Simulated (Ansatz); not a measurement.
# HC3: the cost of one run

Program: Ansatz 0.2.0. Level of theory: DFT LDA, scalar-relativistic, plane waves, PAW. These are calculated values, not measurements.

### Step 1. Starting point

The structure is hexagonal, space group P6mm (No. 183). The conventional cell has a = 4.268 Å, b = 4.268 Å, c = 20.000 Å, α = 90.00°, β = 90.00°, γ = 120.00°. C (site symmetry m) is surrounded by 3 C at 1.42 Å. Around H (site symmetry 6mm) lie 1 H at 0.75 Å.

As a file:

```cif
data_structure
_symmetry_space_group_name_H-M 'P6mm'
_symmetry_Int_Tables_number 183
_cell_length_a 4.2678
_cell_length_b 4.2678
_cell_length_c 20.0000
_cell_angle_alpha 90.000
_cell_angle_beta 90.000
_cell_angle_gamma 120.000
_cell_volume 315.47
loop_
_atom_site_label
_atom_site_type_symbol
_atom_site_symmetry_multiplicity
_atom_site_Wyckoff_symbol
_atom_site_fract_x
_atom_site_fract_y
_atom_site_fract_z
_atom_site_occupancy
C1 C 6 d 0.00000 0.66667 0.30000 1
H1 H 1 a 0.00000 0.00000 0.46626 1
H2 H 1 a 0.00000 0.00000 0.42874 1
```

### Step 2. Relaxing the atoms: H2C6 slab, no spin

Input file input.yaml:

```yaml
crystal:
  lattice:
    - [3.696, -2.1338865949, 0.0]
    - [0.0, 4.2677731898, 0.0]
    - [0.0, 0.0, 20.0]
  atoms:
    - { symbol: C, position: [0.0, 0.0, 0.3] }
    - { symbol: C, position: [0.3333333333, 0.3333333333, 0.3] }
    - { symbol: C, position: [0.6666666667, 0.3333333333, 0.3] }
    - { symbol: C, position: [0.0, 0.6666666667, 0.3] }
    - { symbol: C, position: [0.3333333333, 0.6666666667, 0.3] }
    - { symbol: C, position: [0.6666666667, 0.0, 0.3] }
    - { symbol: H, position: [0.0, 0.3333333333, 0.4662625] }
    - { symbol: H, position: [0.0, 0.3333333333, 0.4287375] }
scf:
  occupations: { method: gaussian, width: 0.05 }
output:
  forces: true
  write_density: true
  write_potential: true
  elf: true
  volumetric_format: npy
hamiltonian:
  xc: lda
kpoints:
  mp_grid: { grid: [7, 7, 1] }
relax:
  f_tol: 0.002
  max_steps: 60
  constraints: [{ sites: [0, 1, 2, 3, 4, 5] }]
```

Started as:

```
> ansatz run input.yaml --threads 4 --pin off --max-ram 8192MiB --backend cpu --events-out ev --progress --plain --runs-dir out
```

What time and memory should one allow on 4 threads of AMD EPYC 9R14 (Zen 4), shared host?

About 3.1 s, with a peak of 0.56 GiB.
